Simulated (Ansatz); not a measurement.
Elastic constants of BN: input and output

Computed with DFT PBE+D3(BJ), scalar-relativistic, plane waves, PAW in Ansatz 0.2.0.

Launched with:
```bash
ansatz run input.yaml --threads 1 --pin off --max-ram 3072MiB --backend cpu --events-out ev --progress --plain --runs-dir out
```

Input (bare energies are in eV):
```yaml
crystal:
  lattice:
    - [0.0, 3.3364789381, 2.1688078532]
    - [1.2538423048, 0.0, 2.1688078532]
    - [1.2538423048, 3.3364789381, 0.0]
  atoms:
    - { symbol: B, position: [0.0001075953, 0.0001075953, 0.9998924047] }
    - { symbol: "N", position: [0.6665923947, 0.6665923947, 0.3334076053] }
basis:
  ecutwfc: 420
kpoints:
  mp_grid: { grid: [12, 12, 12] }
hamiltonian:
  xc: pbe
  dispersion: d3bj
scf:
  occupations: { method: fixed }
output:
  forces: true
  stress: true
  eigenvalues: true
  polarization: {}
elastic:
  mode: relaxed_ion
  stencil: two_point
```

From the output:
```
--- Elastic constants: 6 strain directions × 2 members + reference (group order 4) ---
  dense FFT box of the reference and of every strained cell: 27×18×24
  strains applied: 11, 22, 33, 23, 13, 12; error gains: componentwise 1.00 (the most a stress slope's error grows in a printed constant), spectral 1.00 (1 for all six strains in a standard setting)
  pairwise dispersion correction: d3bj (s6 = 1.0, s8 = 0.7875, a1 = 0.4289, a2_bohr = 4.4407), with the weights of each atom's references fixed at the reference crystal's, and the forces and stress that the weights' published response gives ...
  reference relaxed by the batch: 2 steps; max|allowed force component| 6.61e-5 eV/Å at the deck's positions, 4.12e-5 at the last accepted step, 4.11e-5 by the solve of record
  largest displacement 3.0e-7 Å; the constants are those of the deck's cell at these positions:
  atoms:
    - { symbol: B, position: [0.00010766517031309415, 0.00010766517031320517, 0.9998923348296869] }
    - { symbol: N, position: [0.6665923248296869, 0.6665923248296869, 0.3334076751703131] }
  C = ∂σ_k/∂η_j (tension-positive GPa; Voigt order 11 22 33 23 13 12):
       871.410      0.291    197.516      0.000      0.000      0.000
         0.293     28.817     -8.580      0.000      0.000      0.000
       197.473     -8.532    876.596      0.000      0.000      0.000
         0.000      0.000      0.000     -3.096      0.000      0.000
         0.000      0.000      0.000      0.000    338.481      0.000
         0.000      0.000      0.000      0.000      0.000      9.220
  reference stress σ⁰ (GPa):      0.001      0.005      0.003     -0.000     -0.000     -0.000
  C* (energy form; C + prestress term) asymmetry max|C*_kj − C*_jk| = 4.503e-2 GPa — a small one proves nothing (zero by symmetry where the batch's group is 432, −43m or m−3m); a large one is finite-difference/SCF noise where every solve ...
  moduli (Voigt/Reuss/Hill, GPa): K = 239.48/26.87/133.17   G = 174.76/-30.88/71.94   E = 182.89   ν = 0.271
  mechanically stable: NO (min eigenvalue of sym C = -3.10 GPa)
  the cell is mechanically unstable, and its weakest contacts join parallel layers: if it is meant as a slab among its images, read the layer's verdict in place of the crystal's
  the layer in its plane, per area (N/m: the tensor there times 3.3365 Å, the cell's volume per area; the error gains are the tensor's), 1 along (-0.501, 0.000, 0.866), 2 along (0.866, 0.000, 0.501):
    C11 = 292.10   C22 = 291.23   C12 = 65.84   C66 = 112.88   C16 = 0.34   C26 = 0.41
  moduli of the layer (Voigt/Reuss/Hill, N/m): K = 178.75/178.75/178.75   G = 112.90/112.90/112.90   E = 276.78   ν = 0.226
  mechanically stable in its plane: yes (min eigenvalue of those constants = 112.88 N/m; a buckling out of the plane is not judged)
  e, the proper piezoelectric tensor (elastic.mode: relaxed_ion; C/m²; rows x y z; Voigt order 11 22 33 23 13 12):
       0.00000    0.00000    0.00000    0.00000   -0.38815    0.00000
       0.00000    0.00000    0.00000   -0.06718    0.00000    0.00000
      -0.38234   -0.03520    0.40464    0.00000    0.00000    0.00000
  ±, each entry's uncertainty from the finite density of the strings (C/m²), an estimate: the size of the correction for it that the entry includes:
       0.00000    0.00000    0.00000    0.00000    0.00793    0.00000
       0.00000    0.00000    0.00000    0.00037    0.00000    0.00000
       0.00873    0.00015    0.00737    0.00000    0.00000    0.00000
  the group's symmetry takes up to 1.7e-7 C/m² out of the measured responses: error of the strings' finite density and of the mesh across them, as far as it breaks the symmetry (raise kpoints.mp_grid and any string_points); the largest step ...
  the stresses are not corrected for the forces that the relaxations left standing (`elastic.f_tol`)
  strain η (Voigt 11):  stress-route row diagonal C_11 = 871.41 GPa, energy-path curvature d²(F+E_count+ΔE)/dδ²/Ω₀ = 871.32 GPa
         δ    σ_11 (GPa) F (eV) n_scf n_hpsi n_pw
    -2.000e-3      -1.7515        -542.6827466       6   35599    366   relax 3 steps, max|allowed force component| 1.43e-5 eV/Å
     2.000e-3       1.7342        -542.6827507       5   35374    374   relax 3 steps, max|allowed force component| 1.40e-5 eV/Å
  strain η (Voigt 22):  stress-route row diagonal C_22 = 28.82 GPa, energy-path curvature d²(F+E_count+ΔE)/dδ²/Ω₀ = 28.88 GPa
         δ    σ_22 (GPa) F (eV) n_scf n_hpsi n_pw
    -2.000e-3      -0.0532        -542.6829422       6   35457    366   relax 3 steps, max|allowed force component| 4.93e-7 eV/Å
     2.000e-3       0.0620        -542.6829417       6   35573    374   relax 3 steps, max|allowed force component| 1.51e-7 eV/Å
  strain η (Voigt 33):  stress-route row diagonal C_33 = 876.60 GPa, energy-path curvature d²(F+E_count+ΔE)/dδ²/Ω₀ = 876.58 GPa
         δ    σ_33 (GPa) F (eV) n_scf n_hpsi n_pw
    -2.000e-3      -1.7587        -542.6827524       6   35498    366   relax 3 steps, max|allowed force component| 1.52e-5 eV/Å
     2.000e-3       1.7476        -542.6827576       6   35526    374   relax 3 steps, max|allowed force component| 1.31e-5 eV/Å
  strain η (Voigt 23):  stress-route row diagonal C_44 = -3.10 GPa, energy-path curvature d²(F+E_count+ΔE)/dδ²/Ω₀ = -2.85 GPa
         δ    σ_23 (GPa) F (eV) n_scf n_hpsi n_pw
    -2.000e-3       0.0062        -542.6829509       6   60983    370   relax 3 steps, max|allowed force component| 1.24e-5 eV/Å
     2.000e-3      -0.0062        -542.6829509       7   64154    370   relax 3 steps, max|allowed force component| 1.24e-5 eV/Å
  strain η (Voigt 13):  stress-route row diagonal C_55 = 338.48 GPa, energy-path curvature d²(F+E_count+ΔE)/dδ²/Ω₀ = 338.50 GPa
         δ    σ_13 (GPa) F (eV) n_scf n_hpsi n_pw
    -2.000e-3      -0.6770        -542.6828734       6   61173    370   relax 3 steps, max|allowed force component| 1.41e-5 eV/Å
     2.000e-3       0.6770        -542.6828734       6   61113    370   relax 3 steps, max|allowed force component| 1.41e-5 eV/Å
  strain η (Voigt 12):  stress-route row diagonal C_66 = 9.22 GPa, energy-path curvature d²(F+E_count+ΔE)/dδ²/Ω₀ = 9.21 GPa
         δ    σ_12 (GPa) F (eV) n_scf n_hpsi n_pw
    -2.000e-3      -0.0184        -542.6829472       5   60269    368   relax 1 steps, max|allowed force component| 3.29e-5 eV/Å
     2.000e-3       0.0184        -542.6829472       5   60195    368   relax 1 steps, max|allowed force component| 3.30e-5 eV/Å
--- Formal polarisation (Berry phase): one branch of a lattice of values; only differences between neighbouring runs are physical ---
  axis mesh electronic ionic p = total spread (rad) least overlap resolved gap  δp at fixed H ≤   (phases in cycles; p mod 1; gap in eV; gap and δp judge the states as solved, not the mesh's step, its ...
  b1    12×12×12        0.66763476     3.33328462     4.00091938      0.609591         0.9237        4.5317           1.3e-6
  b2    12×12×12        0.66763476     3.33328462     4.00091938      0.609591         0.9237        4.5317           1.3e-6
  b3    12×12×12       -0.66763476     4.66671538     3.99908062      0.609591         0.9237        4.5317           1.3e-6
  quantum along a1:   0.21929962 e/Å² =   351.356734 µC/cm²
  quantum along a2:   0.13805554 e/Å² =   221.189356 µC/cm²
  quantum along a3:   0.19642262 e/Å² =   314.703726 µC/cm²
  P = (  0.55277772,   1.47094351,   0.95637561) e/Å² = (  885.647539,  2356.711326,  1532.282662) µC/cm²  (mod the quanta)
```

The run took 5.1 min on 1 thread of Intel(R) Xeon(R) Platinum 8259CL CPU @ 2.50GHz (Skylake/Cascade Lake) (shared host), peak memory 0.48 GiB.

As the tensor has a negative eigenvalue, the Reuss and Hill moduli of a polycrystal, and E and ν formed from them, have no physical meaning here.

This form isn't the usual stable structure of the compound.